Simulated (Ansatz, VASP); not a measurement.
# One calculation of SnSe2, two programs

```
CELL_PARAMETERS angstrom
4.10527 0.00000 0.00000
-2.05264 3.55527 0.00000
0.00000 0.00000 5.28871
ATOMIC_POSITIONS crystal
Sn 0.00000 0.00000 0.00000
Se 0.33333 0.66667 0.25000
Se 0.66667 0.33333 0.75000
```

Alike in both runs: task single point; functional PBE; dispersion D3(BJ); k mesh 9 × 9 × 6; occupations gaussian, width 0.05 eV; no spin polarisation.

```csv
,VASP,Ansatz
version,VASP 6.6.1,Ansatz 0.2.0
potentials or method,"VASP PAW PBE potentials, release 64 (Sn_d, Se)","scalar-relativistic, plane waves, PAW"
plane-wave cutoff (eV),520,420
valence electrons in the cell,26,46
```

Ansatz gave:

```
gap on the k mesh at the Fermi level (eV)       : none
pressure (GPa)                                  : 1.7
largest component of the traceless stress (GPa) : 4.30
rms of the force components (eV/Å)              : 0.625
```

Q: Estimate VASP's values.

A: gap on the k mesh at the Fermi level (eV): none; pressure (GPa): 1.8; largest component of the traceless stress (GPa): 4.27; rms of the force components (eV/Å): 0.629.

Atom by atom the forces differ by 0.005 eV/Å (rms over components). A gap of «none» marks a metal or a gap that the smearing closes. The two sets of potentials don't hold the same shells in valence.

Caveats: the cell's inner coordinates are idealised or old, which leaves forces on the atoms; pairwise dispersion overbinds metals, which lowers pressure and volume.
